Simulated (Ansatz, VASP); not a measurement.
# SnO in VASP and in Ansatz

```
CELL_PARAMETERS angstrom
3.88849 0.00000 0.00000
0.00000 3.88849 0.00000
0.00000 0.00000 4.98276
ATOMIC_POSITIONS crystal
Sn 0.50000 0.00000 0.76463
Sn 0.00000 0.50000 0.23537
O 0.00000 0.00000 0.00000
O 0.50000 0.50000 0.00000
```

Change from the starting cell: volume scaled by 1.06.

Alike in both runs: task single point; functional PBEsol; k mesh 7 × 7 × 6; occupations fermi-dirac, width 0.05 eV; no spin polarisation.

|  | VASP | Ansatz |
| --- | --- | --- |
| version | VASP 6.6.1 | Ansatz 0.2.0 |
| potentials or method | VASP PAW PBE potentials, release 64 (Sn_d, O) | Ansatz PAW |
| plane-wave cutoff (eV) | 520 | 420 |
| valence electrons in the cell | 40 | 40 |

Ansatz gave:

```
gap on the k mesh at the Fermi level (eV)       : 0.55
least direct gap on the mesh (eV)               : 1.94
pressure (GPa)                                  : -5.3
largest component of the traceless stress (GPa) : 0.68
rms of the force components (eV/Å)              : 0.271
```

**Question.** Estimate VASP's values.

**Answer.** gap on the k mesh at the Fermi level (eV): 0.56; least direct gap on the mesh (eV): 1.92; pressure (GPa): -5.1; largest component of the traceless stress (GPa): 0.70; rms of the force components (eV/Å): 0.241.

Atom by atom the forces differ by 0.030 eV/Å (rms over components). With one functional, cell and mesh, what is left measures potentials, basis and numerics.

Caveats: spin-orbit coupling is left out, which moves the levels of the heavy elements; the PAW data sets were made with another functional, which shifts forces and pressure a little (VASP); an odd mesh through Γ misses points on the zone boundary, where band edges often lie (VASP); odd divisions of the mesh miss points on the zone boundary, where band edges often lie, so the gap on the mesh can be too wide (Ansatz); the pressure holds a Pulay correction of +0.4 GPa for the finite cutoff (Ansatz); the PAW data sets come from PBE, with cores solved anew for the run's functional, which leaves a small shift of forces and pressure (Ansatz).
